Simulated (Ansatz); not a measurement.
Input for Ansatz (plane-wave DFT, PAW):

```yaml
crystal:
  lattice:
    - [4.1053305961, 0.0, 0.0]
    - [0.0, 4.1053305961, 0.0]
    - [0.0, 0.0, 27.3159917883]
  atoms:
    - { symbol: Al, position: [0.0, 0.5, 0.2745644404] }
    - { symbol: Al, position: [0.5, 0.0, 0.2745644404] }
    - { symbol: Sc, position: [0.0, 0.0, 0.3497096269] }
    - { symbol: Al, position: [0.5, 0.5, 0.3497096269] }
    - { symbol: Al, position: [0.0, 0.5, 0.4248548135] }
    - { symbol: Al, position: [0.5, 0.0, 0.4248548135] }
    - { symbol: Sc, position: [0.0, 0.0, 0.5] }
    - { symbol: Al, position: [0.5, 0.5, 0.5] }
    - { symbol: Al, position: [0.0, 0.5, 0.5751451865] }
    - { symbol: Al, position: [0.5, 0.0, 0.5751451865] }
    - { symbol: Sc, position: [0.0, 0.0, 0.6502903731] }
    - { symbol: Al, position: [0.5, 0.5, 0.6502903731] }
    - { symbol: Al, position: [0.0, 0.5, 0.7254355596] }
    - { symbol: Al, position: [0.5, 0.0, 0.7254355596] }
basis:
  ecutwfc: 420
kpoints:
  mp_grid: { grid: [9, 9, 1] }
hamiltonian:
  xc: pbe
scf:
  occupations: { method: gaussian, width: 0.1 }
output:
  forces: true
  stress: true
  eigenvalues: true
```

Command:
```bash
ansatz run input.yaml --threads 1 --pin off --max-ram 2560MiB --backend cpu --events-out ev --progress --plain --runs-dir out
```

All numbers below come from DFT PBE, scalar-relativistic, plane waves, PAW (Ansatz 0.2.0).

Abridged output (iterations and final results):

```
SCF iter   1: F=—  HF=-12322.891252 eV  |F-HF|=—  |Δ(HF+E_count)|=         —  Δρ=2.20e-3  dr2=3.92e-1  ethr=1.77e-3  ⟨swp⟩=11.4  Hψ=4032  notcnv=0
SCF iter   2: F=—  HF=-12322.880009 eV  |F-HF|=—  |Δ(HF+E_count)|=   1.12e-2  Δρ=7.31e-4  dr2=3.39e-2  ethr=5.94e-4  ⟨swp⟩=1.3  Hψ=831  notcnv=0  defer=14
SCF iter   3: F=—  HF=-12322.879224 eV  |F-HF|=—  |Δ(HF+E_count)|=   7.85e-4  Δρ=2.19e-4  dr2=1.19e-3  ethr=5.13e-5  ⟨swp⟩=1.9  Hψ=724  notcnv=0  defer=14
SCF iter   4: F=—  HF=-12322.879367 eV  |F-HF|=—  |Δ(HF+E_count)|=   1.43e-4  Δρ=8.05e-5  dr2=2.31e-4  ethr=1.80e-6  ⟨swp⟩=2.3  Hψ=941  notcnv=0  defer=14
SCF iter   5: F=—  HF=-12322.879353 eV  |F-HF|=—  |Δ(HF+E_count)|=   1.45e-5  Δρ=2.07e-5  dr2=3.05e-6  ethr=3.51e-7  ⟨swp⟩=2.0  Hψ=803  notcnv=0  defer=14
SCF iter   6: F=—  HF=-12322.879541 eV  |F-HF|=—  |Δ(HF+E_count)|=   1.88e-4  Δρ=6.00e-6  dr2=8.65e-7  ethr=4.63e-9  ⟨swp⟩=3.3  Hψ=1402  notcnv=0  defer=8
SCF iter   7: F=-12322.879541 eV  HF=-12322.879541 eV  |F-HF|=1.98e-8  |Δ(HF+E_count)|=   3.57e-8  Δρ=1.65e-6  dr2=4.30e-8  ethr=1.52e-10  ⟨swp⟩=15.3  Hψ=4045  notcnv=0
SCF 1 converged in 7 iterations: F = -12322.879541 eV  dr2 = 4.30e-8
SCF converged after 7 iterations
Free energy (F): -12322.879541 eV
Harris-Foulkes:  -12322.879541 eV  (|F-HF|=1.98e-8)
Internal energy: -12322.854623 eV  (E = F + TS)
E sigma→0 (E₀):  -12322.867082 eV
Entropy (-TS):   -0.024918 eV (-1.780 meV/atom)
Fermi energy:    2.620100 eV
--- Per-component energies (eV) ---
  E_band       = -771.442802
  E_kinetic    = 1032.269231
  E_local      = -30465.600439  (includes V_loc(G=0)·N_el)
  E_nonlocal   = 365.169524
  E_hartree    = 14695.681021
  E_xc         = -747.818372
  E_vxc        = -703.101733  (∫ρ·V_xc dr)
  E_paw        = -8009.238547  (= ΣΔE_a)
  E_vpaw       = -391.506695  (= ΣTr[D̂ρ^β])
  E_aug_tail   = 0.000004  (compensation charges beyond the density's cutoff)
  E_ewald      = 10806.682955
  E_smearing   = -0.024918  (= −TS)
--- Forces (eV/Å), atoms counted from 1 ---
  atom   1  Al     0.00000000     0.00000000    -0.16062502
  atom   2  Al     0.00000000     0.00000000    -0.16062502
  atom   3  Sc     0.00000000     0.00000000     0.28779583
  atom   4  Al     0.00000000     0.00000000    -0.06952529
  atom   5  Al     0.00000000     0.00000000    -0.03634415
  atom   6  Al     0.00000000     0.00000000    -0.03634415
  atom   7  Sc     0.00000000     0.00000000     0.00000000
  atom   8  Al     0.00000000     0.00000000     0.00000000
  atom   9  Al     0.00000000     0.00000000     0.03634415
  atom  10  Al     0.00000000     0.00000000     0.03634415
  atom  11  Sc     0.00000000     0.00000000    -0.28779583
  atom  12  Al     0.00000000     0.00000000     0.06952529
  atom  13  Al     0.00000000     0.00000000     0.16062502
  atom  14  Al     0.00000000     0.00000000     0.16062502
--- Stress (GPa, compression-positive) ---
       -1.520909       0.000000       0.000000
        0.000000      -1.520909       0.000000
        0.000000       0.000000       0.856923
  P = ⅓ Tr σ = -0.7283 GPa (-7.283 kbar)
--- Band table (eV; the first three rows and the last of 15) ---
  k-point 0: bands = ["-46.4108", "-46.4108", "-46.3822", "-25.1269", "-25.1239", "-25.0994", "-25.0994", "-25.0994", "-25.0994", "-25.0867", "-25.0788", "-25.0788", "-7.0946", "-6.5759", "-5.7449", "-5.1130", "-3.4811", "-2.0730", "-0.6909", "0.1905", "0.5380", "0.9073", "0.9073", "0.9640", "0.9640", "0.9723", "1.1288", "1.7339", "1.7339", "1.7350", "1.7350", "1.8075", "2.6316", "3.6248", "3.6980", "3.6980", "3.7894", "3.8489", "3.8489", "3.9957", "4.1146", "4.2256", "4.2412", "4.4313", "4.5603", "5.2713", "5.3993"]
  k-point 1: bands = ["-46.4107", "-46.4107", "-46.3821", "-25.1265", "-25.1235", "-25.1028", "-25.1028", "-25.0991", "-25.0991", "-25.0863", "-25.0823", "-25.0786", "-6.9831", "-6.4666", "-5.6374", "-5.0188", "-3.3802", "-1.9819", "-0.8159", "-0.4207", "-0.2559", "0.3725", "0.6373", "0.9377", "1.0301", "1.1109", "1.1140", "1.6585", "1.6765", "1.7691", "1.7716", "2.2662", "3.0346", "3.2957", "3.3171", "3.5779", "3.5846", "3.9449", "4.0392", "4.0968", "4.3918", "4.5306", "4.5687", "4.6978", "4.8624", "5.1421", "5.3916"]
  k-point 2: bands = ["-46.4104", "-46.4103", "-46.3817", "-25.1254", "-25.1226", "-25.1115", "-25.1114", "-25.0985", "-25.0984", "-25.0910", "-25.0855", "-25.0779", "-6.6527", "-6.1434", "-5.3193", "-4.7388", "-3.0842", "-1.9655", "-1.7937", "-1.4013", "-0.8158", "-0.4504", "-0.1984", "0.9066", "1.0090", "1.1489", "1.2038", "1.6577", "1.8524", "1.8619", "1.8637", "2.8687", "2.9083", "3.0564", "3.1687", "3.3509", "3.6603", "3.8575", "4.1001", "4.2302", "4.3654", "4.5054", "4.7107", "5.2932", "5.3402", "5.4095", "5.5921"]
  k-point 14: bands = ["-46.4087", "-46.4087", "-46.3801", "-25.1238", "-25.1237", "-25.1237", "-25.1236", "-25.1202", "-25.1177", "-25.1033", "-25.1032", "-25.0811", "-4.0948", "-3.6145", "-2.8625", "-2.7733", "-2.7503", "-2.4374", "-2.4181", "-2.1352", "-1.7611", "-1.7586", "-1.6235", "-1.1586", "-0.8777", "-0.6914", "-0.3508", "0.0110", "0.1945", "0.3167", "0.6300", "0.8729", "1.3569", "1.9203", "2.6092", "3.0008", "3.0435", "3.2124", "3.5326", "4.2491", "4.6771", "4.7322", "5.0575", "5.0855", "5.1622", "5.2147", "5.2862"]
```

The calculation finished and met its thresholds.

Time: 14 s on 1 thread of Intel(R) Xeon(R) 6975P-C (Granite Rapids), on a shared host, peak memory 0.77 GiB.